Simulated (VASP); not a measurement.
# ZnSe: molecular dynamics with a thermostat

ZnSe, F-43m (no. 216), 8 atoms in the cell. PBE, molecular dynamics; PAW potentials Se, Zn (PBE set).

Ensemble: NVT; Target temperature (K): 600.

## Input

INCAR:
```
SYSTEM = ZnSe
ALGO     = Normal         ! electronic algorithm
ANDERSEN_PROB= 0.05         
EDIFF    = 1E-5           ! SCF threshold, eV
ENCUT    = 280            ! plane-wave cutoff, eV
GGA      = PE             ! functional
IBRION   = 0              ! ionic algorithm
ISIF     = 2              ! what is computed and relaxed
ISMEAR   = 0              ! smearing method
ISYM     = 0            
KPAR     = 2            
LASPH    = .True.         ! aspherical terms in the spheres
LCHARG   = .False.        ! write CHGCAR
LREAL    = Auto         
LWAVE    = .False.        ! write WAVECAR
MDALGO   = 1            
NELM     = 60             ! most SCF steps
NELMIN   = 4            
NSW      = 80             ! ionic steps
POTIM    = 3.0            ! step
PREC     = Normal         ! precision mode
RANDOM_SEED= 428480 0 0   
SIGMA    = 0.05           ! smearing width, eV
TEBEG    = 600          
TEEND    = 600           
```

KPOINTS:
```
k-points
0
Monkhorst-Pack
  2 2 2
```

POSCAR:
```
ZnSe
1.0
    5.6676000000      0.0000000000      0.0000000000
    0.0000000000      5.6676000000      0.0000000000
    0.0000000000      0.0000000000      5.6676000000
Se Zn
4 4
Direct
    0.2500000000      0.2500000000      0.2500000000
    0.2500000000      0.7500000000      0.7500000000
    0.7500000000      0.2500000000      0.7500000000
    0.7500000000      0.7500000000      0.2500000000
    0.0000000000      0.0000000000      0.0000000000
    0.0000000000      0.5000000000      0.5000000000
    0.5000000000      0.0000000000      0.5000000000
    0.5000000000      0.5000000000      0.0000000000
```

Commands:
```
cat potpaw_PBE.64/Se/POTCAR potpaw_PBE.64/Zn/POTCAR > POTCAR
mpirun -np 2 vasp_std > vasp.out
```

## Result

- Mean temperature (K): 406
- Rise of the mean potential energy above the start (meV/atom): 48.3
- Electronic steps per ionic step after the first: 4.2

Course of the run:

| Time (fs) | Temperature (K) | Potential energy less the first (meV/atom) |
|---|---|---|
| 3 | 600 | 0.0 |
| 21 | 614 | 21.1 |
| 39 | 332 | 50.9 |
| 57 | 435 | 47.1 |
| 75 | 317 | 42.4 |
| 93 | 314 | 43.1 |
| 111 | 293 | 53.4 |
| 132 | 318 | 46.7 |
| 150 | 525 | 38.4 |
| 168 | 486 | 48.4 |
| 186 | 453 | 59.8 |
| 204 | 424 | 63.4 |
| 222 | 444 | 72.7 |
| 240 | 432 | 78.5 |

REPORT:
```
MDALGO =   1
         ANDERSEN_PROB =  0.05000000
               SCALING =       0
                 CNEXP =     9.000   14.000
           RANDOM_SEED =            428480                0                0

   original number of atomic DOF:         21
   number of independent constraints:      0
   number of active DOF:                  21

========================================
         MD step No.       1
========================================

  Atomic velocities initialized by STEP_tb

  >Energies
                    E_tot             E_pot             E_kin               EPS                ES
   e_b>   -0.23288230E+02   -0.23831122E+02    0.54289255E+00    0.00000000E+00    0.00000000E+00

  >Temperature
               T_sim     T_inst
   tmprt>    600.000    599.997

  >Thermostat, num. of collisions:                0

           RANDOM_SEED =            428480              102                0

[... steps left out ...]

========================================
         MD step No.      80
========================================

  >Energies
                    E_tot             E_pot             E_kin               EPS                ES
   e_b>   -0.22812253E+02   -0.23203424E+02    0.39117145E+00    0.00000000E+00    0.00000000E+00

  >Temperature
               T_sim     T_inst
   tmprt>    600.000    432.317

  >Thermostat, num. of collisions:                2

           RANDOM_SEED =            428480             5000                0
```

OSZICAR:
```
N       E                     dE             d eps       ncg     rms          rms(c)
DAV:   1     0.410462261763E+03    0.41046E+03   -0.23624E+04   344   0.122E+03
DAV:   2     0.163884557138E+02   -0.39407E+03   -0.38364E+03   360   0.314E+02
DAV:   3    -0.241479749808E+02   -0.40536E+02   -0.40334E+02   399   0.106E+02
DAV:   4    -0.250286568991E+02   -0.88068E+00   -0.87916E+00   392   0.155E+01
DAV:   5    -0.250365010246E+02   -0.78441E-02   -0.78396E-02   400   0.139E+00    0.952E+00
DAV:   6    -0.238506239160E+02    0.11859E+01   -0.29551E+00   490   0.329E+01    0.729E+00
DAV:   7    -0.238317949697E+02    0.18829E-01   -0.20599E+00   394   0.581E+00    0.279E+00
DAV:   8    -0.238295191163E+02    0.22759E-02   -0.93771E-02   429   0.343E+00    0.919E-01
DAV:   9    -0.238305478744E+02   -0.10288E-02   -0.18737E-02   359   0.192E+00    0.162E-01
DAV:  10    -0.238307471963E+02   -0.19932E-03   -0.22578E-03   397   0.580E-01    0.963E-02
DAV:  11    -0.238311013753E+02   -0.35418E-03   -0.83293E-04   350   0.384E-01    0.348E-02
DAV:  12    -0.238311169210E+02   -0.15546E-04   -0.19546E-04   400   0.276E-01    0.147E-02
[... left out ...]
     77 T=   332. E= -.22923398E+02 F= -.23223478E+02 E0= -.23223478E+02  EK= 0.30008E+00 SP= 0.00E+00 SK= 0.00E+00
     79 T=   452. E= -.22797178E+02 F= -.23206467E+02 E0= -.23206467E+02  EK= 0.40929E+00 SP= 0.00E+00 SK= 0.00E+00
[... last step whole ...]
       N       E                     dE             d eps       ncg     rms          rms(c)
DAV:   1    -0.232026307871E+02    0.38374E-02   -0.82479E-02   410   0.202E+00    0.903E-02
DAV:   2    -0.232034311175E+02   -0.80033E-03   -0.83321E-03   356   0.492E-01    0.448E-02
DAV:   3    -0.232034270253E+02    0.40923E-05   -0.11978E-04   400   0.216E-01    0.268E-02
DAV:   4    -0.232034243513E+02    0.26740E-05   -0.13688E-05   208   0.513E-02
     80 T=   432. E= -.22812253E+02 F= -.23203424E+02 E0= -.23203424E+02  EK= 0.39117E+00 SP= 0.00E+00 SK= 0.00E+00
```

Limits: 240 fs of 8 atoms are too short for converged averages.

VASP 6.6.1 took 147 s on 2 cores (Intel Xeon 6975P-C (Granite Rapids)), a shared host.
